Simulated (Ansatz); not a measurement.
Crystal: Sn.

```
CELL_PARAMETERS angstrom
-1.72654 1.77555 2.33834
1.72654 -1.77555 2.33834
1.72654 1.77555 -2.33834
ATOMIC_POSITIONS crystal
Sn 0.00000 0.00000 0.00000
```

This isn't the form of Sn at room conditions, which is tetragonal (white tin).

| Quantity | Value |
| --- | --- |
| Program | Ansatz 0.2.0 |
| Task | relaxation of cell and atoms |
| Functional | revPBE |
| Dispersion | D4 |
| Potentials or basis | Ansatz PAW |
| Cutoff | 420 eV (not typed: the program's choice for these potentials) |
| k mesh | 11 × 11 × 11 |
| Occupations | fermi-dirac, width 0.05 eV |
| Spin | no spin polarisation |

At the start: volume 28.67 Å³/atom.

How do energy, volume and symmetry change on relaxing?

It ends after 6 steps and the volume is 26.71 Å³/atom (-6.9 %); space group I4/mmm (No. 139, to 0.05 Å).

Step by step:
```csv
step,energy change (eV),largest force (eV/Å),volume (Å³)
1,0.0000,0.0000,28.67
2,-0.0240,0.0000,26.64
3,-0.0245,0.0000,26.68
4,-0.0246,0.0000,26.71
5,-0.0246,0.0000,26.71
6,-0.0242,0.0000,26.71
```

Final structure:
```
Sn
1.0
    -1.70016    1.70013    2.30991
     1.70016   -1.70013    2.30991
     1.70016    1.70013   -2.30991
Sn
1
Direct
  0.00000 0.00000 0.00000
```

Caveat: the plane-wave basis is chosen anew once the cell has moved, so the energies of steps on either side of that aren't comparable; pairwise dispersion overbinds metals, which lowers pressure and volume; the PAW data sets come from PBE, with cores solved anew for the run's functional, which leaves a small shift of forces and pressure.
